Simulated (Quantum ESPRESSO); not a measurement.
# Al (Fm-3m) in Quantum ESPRESSO: further runs

Runs on Al. Level: vdW-DF3-opt2. Tasks: single point, equation of state.

All numbers are computed with Quantum ESPRESSO 7.5; they aren't measurements. Logs are shortened: lines on timing, memory, paths and dates and some standing lists are left out, and cuts for length are marked.

**What was measured.**

“The interpretation of polycrystalline coherent inelastic neutron scattering from aluminium”, 2013, pmc:3831299 quotes, for a bulk crystal of Al: bulk modulus 76.9 GPa.

The results are compared with them further down.

## Step 1: The structure

It takes space group Fm-3m (No. 225, cubic). The conventional cell has a = 4.050 Å, b = 4.050 Å, c = 4.050 Å, α = 90.00°, β = 90.00°, γ = 90.00°. Al (site symmetry m-3m) has 12 Al at 2.86 Å as nearest neighbours.

## Step 2: Single point, vdW-DF3-opt2, 15.61 Å³/atom

Contents of pw.in:

```
&CONTROL
  calculation = 'scf'
  prefix = 'pwscf'
  outdir = './tmp'
  pseudo_dir = './pseudo'
  tprnfor = .true.
  tstress = .true.
  disk_io = 'nowf'
/
&SYSTEM
  ibrav = 0
  nat = 1
  ntyp = 1
  ecutwfc = 40
  nbnd = 6
  input_dft = 'vdw-df3-opt2'
  occupations = 'smearing'
  smearing = 'fd'
  degauss = 0.00367493
/
&ELECTRONS
  conv_thr = 2d-10
  electron_maxstep = 120
  mixing_beta = 0.5
/
ATOMIC_SPECIES
Al    26.9815 Al.upf
CELL_PARAMETERS angstrom
   0.0000000000    1.9834708509    1.9834708509
   1.9834708509    0.0000000000    1.9834708509
   1.9834708509    1.9834708509    0.0000000000
ATOMIC_POSITIONS crystal
Al     0.0000000000    0.0000000000    0.0000000000
K_POINTS automatic
11 11 11 0 0 0
```

Potentials or basis: PseudoDojo 0.4.1 SR PBE standard.

Started as:

```sh
OMP_NUM_THREADS=1 pw.x -in pw.in > pw.out
```

pw.out:

```text
This program is part of the open-source Quantum ESPRESSO suite
     for quantum simulation of materials; please cite
         "P. Giannozzi et al., J. Phys.:Condens. Matter 21 395502 (2009);
         "P. Giannozzi et al., J. Phys.:Condens. Matter 29 465901 (2017);
         "P. Giannozzi et al., J. Chem. Phys. 152 154105 (2020);
     in publications or presentations arising from this work. More details at

     IMPORTANT: XC functional enforced from input :
     Exchange-correlation= VDW-DF3-OPT2
                           (   1   4  46   0   4   0   0)
     Any further DFT definition will be discarded
     Please, verify this is what you really want

     Message from routine setup:
     using ibrav=0 with symmetry is DISCOURAGED, use correct ibrav instead

     G-vector sticks info
     --------------------
     sticks:   dense  smooth     PW     G-vecs:    dense   smooth      PW
     Sum         313     313    109                 3647     3647     725

     Using Slab Decomposition

     bravais-lattice index     =            0
     lattice parameter (alat)  =       5.3008  a.u.
     unit-cell volume          =     105.3184 (a.u.)^3
     number of atoms/cell      =            1
     number of atomic types    =            1
     number of electrons       =         3.00
     number of Kohn-Sham states=            6
     kinetic-energy cutoff     =      40.0000  Ry
     charge density cutoff     =     160.0000  Ry
     scf convergence threshold =      2.0E-10
     mixing beta               =       0.5000
     number of iterations used =            8  plain     mixing
     Exchange-correlation= VDW-DF3-OPT2
                           (   1   4  46   0   4   0   0)

     celldm(1)=   5.300779  celldm(2)=   0.000000  celldm(3)=   0.000000
     celldm(4)=   0.000000  celldm(5)=   0.000000  celldm(6)=   0.000000

[... 8 lines left out ...]
               b(3) = (  0.707107  0.707107 -0.707107 )

     PseudoPot. # 1 for Al read from file:
     Al.upf
     Pseudo is Norm-conserving + core correction, Zval =  3.0
     Generated using ONCVPSP code by D. R. Hamann
     Using radial grid of 1876 points,  6 beta functions with:
                l(1) =   0
                l(2) =   0
                l(3) =   1
                l(4) =   1
                l(5) =   2
                l(6) =   2

     atomic species   valence    mass     pseudopotential
     Al                3.00    26.98150     Al( 1.00)

     48 Sym. Ops., with inversion, found

   Cartesian axes

     site n.     atom                  positions (alat units)
         1        Al     tau(   1) = (   0.0000000   0.0000000   0.0000000  )

     number of k points=    56  Fermi-Dirac smearing, width (Ry)=  0.0037
                       cart. coord. in units 2pi/alat
        k(    1) = (   0.0000000   0.0000000   0.0000000), wk =   0.0015026
        k(    2) = (   0.0642824   0.0642824  -0.0642824), wk =   0.0120210
        k(    3) = (   0.1285649   0.1285649  -0.1285649), wk =   0.0120210
        k(    4) = (   0.1928473   0.1928473  -0.1928473), wk =   0.0120210
        k(    5) = (   0.2571297   0.2571297  -0.2571297), wk =   0.0120210
        k(    6) = (   0.3214122   0.3214122  -0.3214122), wk =   0.0120210
[... 48 lines left out ...]
        k(   55) = (  -0.0642824  -0.4499770   0.7071068), wk =   0.0360631
        k(   56) = (   0.0000000  -0.3856946   0.6428243), wk =   0.0360631

     Dense  grid:     3647 G-vectors     FFT dimensions: (  24,  24,  24)

     Initial potential from superposition of free atoms

     starting charge       2.9976, renormalised to       3.0000

     %%%%%%%%%%%%%%%%%%%%%%%%%%%%%%%%%%%%%%%%%%%%%%%%%%%%%%%%%%%%%%%%%%%%%%%%
     %                                                                      %
     % You are using vdW-DF, which was implemented by the Thonhauser group. %
     % Please cite the following two papers that made this development      %
     % possible and the two reviews that describe the various versions:     %
     %                                                                      %
     %   T. Thonhauser et al., PRL 115, 136402 (2015).                      %
     %   T. Thonhauser et al., PRB 76, 125112 (2007).                       %
     %   K. Berland et al., Rep. Prog. Phys. 78, 066501 (2015).             %
     %   D.C. Langreth et al., J. Phys.: Condens. Matter 21, 084203 (2009). %
     %                                                                      %
     % If you are calculating stress with vdW-DF, please also cite:         %
     %                                                                      %
     %   R. Sabatini et al., J. Phys.: Condens. Matter 24, 424209 (2012).   %
     %                                                                      %
     %%%%%%%%%%%%%%%%%%%%%%%%%%%%%%%%%%%%%%%%%%%%%%%%%%%%%%%%%%%%%%%%%%%%%%%%

     %%%%%%%%%%%%%%%%%%%%%%%%%%%%%%%%%%%%%%%%%%%%%%%%%%%%%%%%%%%%%%%%%%%%%%%%
     %                                                                      %
     %  vdW-DF NEWS:                                                        %
     %                                                                      %
     %  * vdW-DF3 is now available. DOI: 10.1021/acs.jctc.0c00471           %
     %    use with input_dft = 'vdW-DF3-opt1' or 'vdW-DF3-opt2'             %
     %                                                                      %
     %  * Unscreened and range-separated hybrid vdW-DF-cx functionals       %
     %    DOI: 10.1063/1.4986522 and 10.1088/1361-648X/ac2ad2               %
     %    use with input_dft = 'vdW-DF-cx0'    and 'vdW-DF-ahcx'            %
     %  * Unscreened and range-separated hybrid vdW-DF2-b86r functionals    %
     %    DOI: 10.1063/1.4986522 and DOI: 10.1103/PhysRevX.12.041003        %
     %    use with input_dft = 'vdW-DF2-br0' and 'vdW-DF2-ahbr'             %
     %                                                                      %
     %%%%%%%%%%%%%%%%%%%%%%%%%%%%%%%%%%%%%%%%%%%%%%%%%%%%%%%%%%%%%%%%%%%%%%%%

     Starting wfcs are    4 randomized atomic wfcs +    2 random wfcs

     Self-consistent Calculation

     iteration #  1     ecut=    40.00 Ry     beta= 0.50
     Davidson diagonalization with overlap
     ethr =  1.00E-02,  avg # of iterations =  6.2

     Threshold (ethr) on eigenvalues was too large:
     Diagonalizing with lowered threshold

     Davidson diagonalization with overlap
     ethr =  1.80E-04,  avg # of iterations =  3.6

     total energy              =      -4.64219813 Ry
     estimated scf accuracy    <       0.00532198 Ry

     iteration #  2     ecut=    40.00 Ry     beta= 0.50
     Davidson diagonalization with overlap
     ethr =  1.77E-04,  avg # of iterations =  1.0

     total energy              =      -4.64205748 Ry
     estimated scf accuracy    <       0.00125918 Ry

     iteration #  3     ecut=    40.00 Ry     beta= 0.50
     Davidson diagonalization with overlap
     ethr =  4.20E-05,  avg # of iterations =  1.6

     total energy              =      -4.64208326 Ry
     estimated scf accuracy    <       0.00000309 Ry

     iteration #  4     ecut=    40.00 Ry     beta= 0.50
     Davidson diagonalization with overlap
     c_bands:  1 eigenvalues not converged
     c_bands:  1 eigenvalues not converged
     ethr =  1.03E-07,  avg # of iterations =  4.9

     total energy              =      -4.64208546 Ry
     estimated scf accuracy    <       0.00000004 Ry

     iteration #  5     ecut=    40.00 Ry     beta= 0.50
     Davidson diagonalization with overlap
     c_bands:  1 eigenvalues not converged
     ethr =  1.38E-09,  avg # of iterations =  2.9

     total energy              =      -4.64208549 Ry
     estimated scf accuracy    <          7.8E-10 Ry

     iteration #  6     ecut=    40.00 Ry     beta= 0.50
     Davidson diagonalization with overlap
     ethr =  2.61E-11,  avg # of iterations =  2.3

     End of self-consistent calculation

          k = 0.0000 0.0000 0.0000 (   459 PWs)   bands (ev):

    -2.9849  21.4526  21.4526  23.3655  23.3655  23.3655

          k = 0.0643 0.0643-0.0643 (   450 PWs)   bands (ev):

    -2.7520  18.5337  20.8856  20.8856  23.9095  24.2935

          k = 0.1286 0.1286-0.1286 (   459 PWs)   bands (ev):

    -2.0558  14.7736  20.1751  20.1751  23.6284  25.0654
[... 75 lines left out ...]
     2.7925   6.8367  13.4157  17.9572  19.9211  24.5221

          k =-0.0643-0.3214 0.3214 (   445 PWs)   bands (ev):

     0.9206   9.7076  13.2902  19.2152  21.2649  24.2566

          k = 0.0000-0.2571 0.2571 (   453 PWs)   bands (ev):

    -0.5212  12.4380  14.0820  20.8585  22.9391  23.8601

          k = 0.3857 0.0000-0.0000 (   456 PWs)   bands (ev):

    -0.2169  15.7088  15.9358  16.0222  16.0222  19.8584

          k = 0.4500 0.0643-0.0643 (   447 PWs)   bands (ev):

     0.9188  12.7326  13.9380  15.5680  16.8151  20.5163
[... 27 lines left out ...]
     5.0692   8.5112   9.2803  14.9851  16.5124  22.4105

          k =-0.0000-0.5143 0.5143 (   444 PWs)   bands (ev):

     6.5518   6.7435   8.4134  15.5793  17.2850  25.6912

          k = 0.6428-0.0000 0.0000 (   452 PWs)   bands (ev):

     4.4893   8.0537  13.8770  14.4587  14.4587  18.2341

          k =-0.0000-0.6428 0.6428 (   450 PWs)   bands (ev):

     5.6101   7.0880  11.6361  14.5252  15.6442  19.4616

          k = 0.2571 0.1286 0.0000 (   461 PWs)   bands (ev):

    -1.4399  14.7155  16.1222  20.8596  20.8702  22.9946

          k = 0.3214 0.1928-0.0643 (   450 PWs)   bands (ev):

    -0.2926  11.7005  15.1785  18.9290  21.1781  24.4878

          k = 0.3857 0.2571-0.1286 (   444 PWs)   bands (ev):

     1.2971   8.5699  15.0433  17.3728  21.2825  23.6116
[... 19 lines left out ...]
     4.8209   5.7034  12.2573  14.6486  20.9928  24.5266

          k =-0.0643-0.3214 0.4500 (   451 PWs)   bands (ev):

     2.7175   8.2704  11.8659  15.6679  22.0374  23.9483

          k = 0.0000-0.2571 0.3857 (   452 PWs)   bands (ev):

     0.9957  10.7272  12.4115  17.1065  23.1669  23.3893

          k = 0.5143 0.1286 0.0000 (   448 PWs)   bands (ev):

     2.1914  11.8661  11.9280  13.5643  18.1717  20.7203

          k =-0.1286-0.5143 0.6428 (   449 PWs)   bands (ev):

     3.8836   9.3658  10.5592  13.0692  19.0894  22.8114

          k =-0.0643-0.4500 0.5785 (   449 PWs)   bands (ev):

     5.9136   6.8332   9.5718  13.4701  19.7739  25.8348

          k = 0.0000-0.3857 0.5143 (   447 PWs)   bands (ev):

     4.5571   7.8794   9.5446  14.3556  20.7390  26.5666

          k =-0.0643-0.5785 0.7071 (   452 PWs)   bands (ev):

     4.7800   8.3360  11.2937  12.9527  17.6144  20.2015

          k =-0.0000-0.5143 0.6428 (   447 PWs)   bands (ev):

     6.1764   7.6387   9.1964  12.7671  18.8128  22.5656
[... 7 lines left out ...]
     5.0509   7.4053  10.8383  11.9704  23.1831  24.1011

          k =-0.0643-0.4500 0.7071 (   445 PWs)   bands (ev):

     5.6476   9.0167   9.1041  10.9427  21.5952  23.6022

          k = 0.0000-0.3857 0.6428 (   452 PWs)   bands (ev):

     7.0622   7.3110   8.8684  10.9210  22.9507  26.0028

     the Fermi energy is     8.5416 ev

!    total energy              =      -4.64208549 Ry
     estimated scf accuracy    <          4.9E-11 Ry
     smearing contrib. (-TS)   =      -0.00029662 Ry
     internal energy E=F+TS    =      -4.64178886 Ry

     The total energy is F=E-TS. E is the sum of the following terms:
     one-electron contribution =       3.05850680 Ry
     hartree contribution      =       0.00806764 Ry
     xc contribution           =      -2.20391112 Ry
     ewald contribution        =      -5.50445218 Ry

     convergence has been achieved in   6 iterations

     Forces acting on atoms (cartesian axes, Ry/au):

     atom    1 type  1   force =     0.00000000    0.00000000    0.00000000

     Total force =     0.000000     Total SCF correction =     0.000000

     Computing stress (Cartesian axis) and pressure

          total   stress  (Ry/bohr**3)                   (kbar)     P=       57.16
   0.00038854   0.00000000   0.00000000           57.16        0.00        0.00
   0.00000000   0.00038854   0.00000000            0.00       57.16        0.00
  -0.00000000   0.00000000   0.00038854           -0.00        0.00       57.16

=------------------------------------------------------------------------------=
   JOB DONE.
=------------------------------------------------------------------------------=
```

Run time: 55 s. Hardware: 1 thread of Arm Neoverse V2, shared host; peak memory 0.05 GiB.

Results:

* Free energy: -63.1588 eV
* Pressure: 5.7 GPa
* Band gap on the k mesh: none (metal or under the smearing width)

Caveat: the potentials were made for another functional, which shifts forces and pressure.

## Step 3: Single point, vdW-DF3-opt2, 15.94 Å³/atom

Changes to pw.in since step 2:

```diff
@@ -28,5 +28,5 @@
 CELL_PARAMETERS angstrom
-   0.0000000000    1.9834708509    1.9834708509
-   1.9834708509    0.0000000000    1.9834708509
-   1.9834708509    1.9834708509    0.0000000000
+   0.0000000000    1.9974394157    1.9974394157
+   1.9974394157    0.0000000000    1.9974394157
+   1.9974394157    1.9974394157    0.0000000000
 ATOMIC_POSITIONS crystal
```

Potentials or basis: PseudoDojo 0.4.1 SR PBE standard.

Started as:

```sh
OMP_NUM_THREADS=1 pw.x -in pw.in > pw.out
```

Run time: 55 s. Hardware: 1 thread of Arm Neoverse V2, shared host; peak memory 0.05 GiB.

The run converged. Its results:

```yaml
Free_energy: -63.1685 eV
Pressure: 3.7 GPa
Band_gap_on_the_k_mesh: none (metal or under the smearing width)
```

Caveat: the potentials were made for another functional, which shifts forces and pressure.

## Step 4: Single point, vdW-DF3-opt2, 16.27 Å³/atom

Changes to pw.in since step 3:

```diff
@@ -28,5 +28,5 @@
 CELL_PARAMETERS angstrom
-   0.0000000000    1.9974394157    1.9974394157
-   1.9974394157    0.0000000000    1.9974394157
-   1.9974394157    1.9974394157    0.0000000000
+   0.0000000000    2.0112152952    2.0112152952
+   2.0112152952    0.0000000000    2.0112152952
+   2.0112152952    2.0112152952    0.0000000000
 ATOMIC_POSITIONS crystal
```

Started as:

```sh
OMP_NUM_THREADS=1 pw.x -in pw.in > pw.out
```

Run time: 56 s. Hardware: 1 thread of Arm Neoverse V2, shared host; peak memory 0.05 GiB.

The run converged. Its results:

* Free energy: -63.1743 eV
* Pressure: 1.9 GPa
* Band gap on the k mesh: none (metal or under the smearing width)

Caveat: the potentials were made for another functional, which shifts forces and pressure.

## Step 5: Single point, vdW-DF3-opt2, 16.60 Å³/atom

Changes to pw.in since step 4:

```diff
@@ -28,5 +28,5 @@
 CELL_PARAMETERS angstrom
-   0.0000000000    2.0112152952    2.0112152952
-   2.0112152952    0.0000000000    2.0112152952
-   2.0112152952    2.0112152952    0.0000000000
+   0.0000000000    2.0248050000    2.0248050000
+   2.0248050000    0.0000000000    2.0248050000
+   2.0248050000    2.0248050000    0.0000000000
 ATOMIC_POSITIONS crystal
```

Started as:

```sh
OMP_NUM_THREADS=1 pw.x -in pw.in > pw.out
```

Run time: 56 s. Hardware: 1 thread of Arm Neoverse V2, shared host; peak memory 0.05 GiB.

It converged, with:

```
Free energy            : -63.1765 eV
Pressure               : 0.3 GPa
Band gap on the k mesh : none (metal or under the smearing width)
```

Caveat: the potentials were made for another functional, which shifts forces and pressure.

## Step 6: Single point, vdW-DF3-opt2, 16.93 Å³/atom

Changes to pw.in since step 5:

```diff
@@ -28,5 +28,5 @@
 CELL_PARAMETERS angstrom
-   0.0000000000    2.0248050000    2.0248050000
-   2.0248050000    0.0000000000    2.0248050000
-   2.0248050000    2.0248050000    0.0000000000
+   0.0000000000    2.0382146954    2.0382146954
+   2.0382146954    0.0000000000    2.0382146954
+   2.0382146954    2.0382146954    0.0000000000
 ATOMIC_POSITIONS crystal
```

Potentials or basis: PseudoDojo 0.4.1 SR PBE standard.

Started as:

```sh
OMP_NUM_THREADS=1 pw.x -in pw.in > pw.out
```

Run time: 55 s. Hardware: 1 thread of Arm Neoverse V2, shared host; peak memory 0.05 GiB.

Results (log left out):

* Free energy: -63.1755 eV
* Pressure: -1.2 GPa
* Band gap on the k mesh: none (metal or under the smearing width)

Caveat: the potentials were made for another functional, which shifts forces and pressure.

## Step 7: Single point, vdW-DF3-opt2, 17.27 Å³/atom

Changes to pw.in since step 6:

```diff
@@ -28,5 +28,5 @@
 CELL_PARAMETERS angstrom
-   0.0000000000    2.0382146954    2.0382146954
-   2.0382146954    0.0000000000    2.0382146954
-   2.0382146954    2.0382146954    0.0000000000
+   0.0000000000    2.0514502267    2.0514502267
+   2.0514502267    0.0000000000    2.0514502267
+   2.0514502267    2.0514502267    0.0000000000
 ATOMIC_POSITIONS crystal
```

Started as:

```sh
OMP_NUM_THREADS=1 pw.x -in pw.in > pw.out
```

It took 55 s on 1 thread of Arm Neoverse V2, shared host; peak memory 0.05 GiB.

The run converged. Its results:

| Property | Result |
| --- | --- |
| Free energy | -63.1716 eV |
| Pressure | -2.5 GPa |
| Band gap on the k mesh | none (metal or under the smearing width) |

Caveat: the potentials were made for another functional, which shifts forces and pressure.

## Step 8: Single point, vdW-DF3-opt2, 17.60 Å³/atom

Changes to pw.in since step 7:

```diff
@@ -28,5 +28,5 @@
 CELL_PARAMETERS angstrom
-   0.0000000000    2.0514502267    2.0514502267
-   2.0514502267    0.0000000000    2.0514502267
-   2.0514502267    2.0514502267    0.0000000000
+   0.0000000000    2.0645171409    2.0645171409
+   2.0645171409    0.0000000000    2.0645171409
+   2.0645171409    2.0645171409    0.0000000000
 ATOMIC_POSITIONS crystal
```

Started as:

```sh
OMP_NUM_THREADS=1 pw.x -in pw.in > pw.out
```

Wall time 56 s (1 thread of Arm Neoverse V2, shared host); peak memory 0.05 GiB.

It converged, with:

- Free energy: -63.1652 eV
- Pressure: -3.7 GPa
- Band gap on the k mesh: none (metal or under the smearing width)

Caveat: the potentials were made for another functional, which shifts forces and pressure.

## Step 9: Equation of state, vdW-DF3-opt2

Potentials or basis: PseudoDojo 0.4.1 SR PBE standard.

This step only gathers the single runs of the series.

What came out:

| Quantity | Value |
| --- | --- |
| Equilibrium volume | 16.66 Å³/atom |
| Bulk modulus | 76 GPa |
| Pressure derivative of the bulk modulus | 4.5 |

Energy against volume, from the lowest point:
| volume (Å³/atom) | energy (meV/atom) |
| --- | --- |
| 15.607 | 17.70 |
| 15.939 | 7.96 |
| 16.271 | 2.20 |
| 16.603 | 0.00 |
| 16.935 | 1.00 |
| 17.267 | 4.87 |
| 17.599 | 11.28 |

Caveat: the potentials were made for another functional, which shifts forces and pressure.

## Step 10: Against experiment

Step 9. Measured bulk modulus of Al: 76.9 GPa (quoted in “The interpretation of polycrystalline coherent inelastic neutron scattering from aluminium”, 2013, pmc:3831299). This calculation gives 76 GPa (-1.5 %). The fit is for a static lattice scaled at fixed shape and fixed fractional positions.
